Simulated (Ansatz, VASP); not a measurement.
# One calculation of TaSi, two programs

```
CELL_PARAMETERS angstrom
4.40242 0.00000 0.00000
-2.20121 3.81261 0.00000
0.00000 0.00000 4.99112
ATOMIC_POSITIONS crystal
Ta 0.33333 0.66667 0.93800
Ta 0.66667 0.33333 0.43800
Si 0.33333 0.66667 0.43800
Si 0.66667 0.33333 0.93800
```

The cell comes from a database or a generator and needn't be the stable form of this composition.

Alike in both runs: task single point; functional PBE; k mesh 10 × 10 × 6; occupations fermi-dirac, width 0.03 eV; no spin polarisation.

|  | VASP | Ansatz |
| --- | --- | --- |
| version | VASP 6.6.1 | Ansatz 0.2.0 |
| potentials or method | VASP PAW PBE potentials, release 64 (Ta_pv, Si), cutoff 520 eV | all-electron LAPW, scalar-relativistic |

```csv
,VASP,Ansatz,Ansatz less VASP
pressure (GPa),0.1,-0.1,-0.13
largest component of the traceless stress (GPa),0.02,0.08,+0.054
```

Ansatz ran all-electron here, so the differences hold the error of VASP's frozen core and of both bases. Ansatz warned: «structure_snapped_to_symmetry».

The runs have no spin-orbit coupling, so splittings on Ta are missing.
